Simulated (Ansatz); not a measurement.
Runs of Ansatz 0.2.0 on I. The structure is orthorhombic, space group Fmmm (No. 69). The conventional cell has a = 4.384 Å, b = 4.731 Å, c = 7.820 Å, α = 90.00°, β = 90.00°, γ = 90.00°. Around I (site symmetry mmm) lie 4 I at 3.23 Å. 

```csv
task,level,potentials or basis,spin,cell,cutoff (eV),points for each segment of the path,gap on the mesh (eV),pressure (GPa),V0 of scaled cells (Å³/atom),relaxed volume (Å³/atom),B0 (GPa)
relaxation of cell and atoms,exchange-only PBE,Ansatz PAW,off,relaxed,420,-,-,0.0,-,69.55,-
relaxation of cell and atoms,rPW86-PBE+rVV10,Ansatz PAW,off,relaxed,420,-,none,0.0,-,39.37,-
band structure,BLYP,Ansatz PAW,off,as given,420,14,none,3.0,-,-,-
equation of state,r2SCAN,Ansatz PAW,off,as given,500,-,-,-,(a),-,27
relaxation of cell and atoms,LDA,Ansatz PAW,off,relaxed,420,-,-,0.0,-,35.14,-
equation of state,PBEsol,PseudoDojo PBEsol,off,as given,952,-,-,-,38.34,-,(b)
equation of state,PBEsol,Ansatz PAW,"SOC, no magnetisation",as given,420,-,-,-,39.12,-,28
relaxation of cell and atoms,RPBE+D4,Ansatz PAW,off,relaxed,420,-,-,0.0,-,35.19,-
```

Alike in all rows: k mesh 9 × 9 × 9; smearing fermi-dirac 0.05 eV.

Task: Estimate the missing entries.

Result: (a) 40.56; (b) 30.

Caveats: the PAW data sets come from PBE, with cores solved anew for the run's functional, which leaves a small shift of forces and pressure (some runs); the plane-wave basis is chosen anew once the cell has moved, so the energies of steps on either side of that aren't comparable (some runs); the cell was scaled at fixed shape and fractional positions, which overstates the stiffness of a crystal with free parameters, most of all of layers and chains (some runs); an odd number of electrons without spin polarisation forces a metal (some runs); a magnetic or distorted state may lie lower (some runs); the volume moved by over 15 % at a fixed basis, so the end points are rough (some runs); pairwise dispersion overbinds metals, which lowers pressure and volume (some runs).

A k mesh can miss the band edges, and rows without SOC leave out spin-orbit coupling on I.

A gap of «none» marks a metal or a gap under the smearing width.

Runs at the PBE level aren't shown here.
